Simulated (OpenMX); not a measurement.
Runs of OpenMX 3.8.5 on Sb. The structure is trigonal, space group R-3m (No. 166). Conventional cell: a = 4.308 Å, b = 4.308 Å, c = 11.274 Å, α = 90.00°, β = 90.00°, γ = 120.00°. Around Sb (site symmetry 3m) lie 3 Sb at 2.91 Å. 

```csv
task,level,potentials or basis,cell,k mesh,"grid points, held for all volumes",optimiser,force threshold,max steps of the ions,max SCF cycles,gap on the mesh (eV),pressure (GPa),relaxed volume (Å³/atom),largest force (eV/Å)
relaxation of cell and atoms,PBE+D3,"OpenMX 2013 PBE set, Sb7.0-s3p2d1, grid cutoff 500 Ry",relaxed,5 × 5 × 5,-,ASE BFGS,0.02 eV/Å,20,100,(b),0.0,32.98,-
relaxation of cell and atoms,PBE+D3(BJ),"OpenMX 2013 PBE set, Sb7.0-s3p2d1, grid cutoff 500 Ry",relaxed,5 × 5 × 5,-,ASE BFGS,0.02 eV/Å,20,100,0.42,0.0,31.99,0.02
relaxation of cell and atoms,PBE+D4,"OpenMX 2013 PBE set, Sb7.0-s3p2d1, grid cutoff 500 Ry",relaxed,5 × 5 × 5,-,ASE BFGS,0.02 eV/Å,20,100,0.42,0.0,31.95,0.01
band structure,LDA,"OpenMX 2013 LDA set, Sb7.0-s3p2d2, grid cutoff 500 Ry",as given,9 × 9 × 9,-,-,-,-,100,-,(a),-,0.31
relaxation of cell and atoms,PBE,"OpenMX 2013 PBE set, Sb7.0-s3p2d1, grid cutoff 500 Ry",relaxed,5 × 5 × 5,-,ASE BFGS,0.02 eV/Å,20,100,(c),0.0,34.03,0.01
```

Alike in all rows: no spin polarisation; smearing fermi-dirac 0.05 eV.

Estimate the missing entries.

(a) 0.6; (b) 0.41; (c) 0.30.

Caveats: the basis has few d functions beyond the semicore shells, which can make volumes several per cent too large; spin-orbit coupling is left out, which moves the levels of the heavy elements; the basis of atomic orbitals isn't converged, which shifts pressures, moduli and gaps; volumes in these bases differ from converged ones by about 1 %, for some elements by several (some runs); an odd mesh through Γ misses points on the zone boundary, where band edges often lie (some runs).

A k mesh can miss the band edges, and the runs leave out spin-orbit coupling on Sb.
